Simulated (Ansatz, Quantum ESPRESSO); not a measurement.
## CuO: 3 runs at one level of theory

```
Cu O
1.0
     2.34465   -1.71340    0.00000
     2.34465    1.71340    0.00000
    -0.86055    0.00000    5.05944
Cu O
2 2
Direct
  0.49680 0.00320 0.50000
  0.00320 0.49680 0.00000
  0.40560 0.57140 0.75370
  0.57140 0.40560 0.25370
```

Alike in all runs: task band structure; functional LDA; k mesh 10 × 10 × 5; occupations fermi-dirac, width 0.05 eV; no spin polarisation; no spin-orbit coupling. LDA stands for any of its common fits. Pressure is positive in compression and, in plane waves, holds the error of the finite cutoff, which Ansatz's Pulay term estimates and takes out.

```tsv
program and potentials	plane-wave cutoff (eV)	notes	pressure (GPa)	largest force (eV/Å)
Ansatz, Ansatz PAW	420	potentials made for PBE, which Ansatz adapts in part; Pulay term of +0.94 GPa included	-9.56	0.790
Ansatz, all-electron LAPW, scalar-relativistic	-	-	-9.42	0.792
Quantum ESPRESSO, GBRV 1.5 LDA	762	-	-8.74	0.793
```

Force on atom 3 (O), eV/Å:

| program and potentials | x | y | z |
| --- | --- | --- | --- |
| Ansatz, Ansatz PAW | 0.561 | -0.516 | -0.209 |
| Ansatz, all-electron LAPW, scalar-relativistic | 0.569 | -0.508 | -0.213 |
| Quantum ESPRESSO, GBRV 1.5 LDA | 0.588 | -0.484 | -0.222 |

The pressure spans -9.56 (Ansatz, Ansatz PAW) to -8.74 GPa (Quantum ESPRESSO, GBRV 1.5 LDA), with all-electron results at -9.42. The atoms of the given cell lie far from their minimum at this level.

Differences between rows come from potentials, basis sets and numerical settings, since the functional is the same but for its coding. Runs on potential files found faulty are left out.
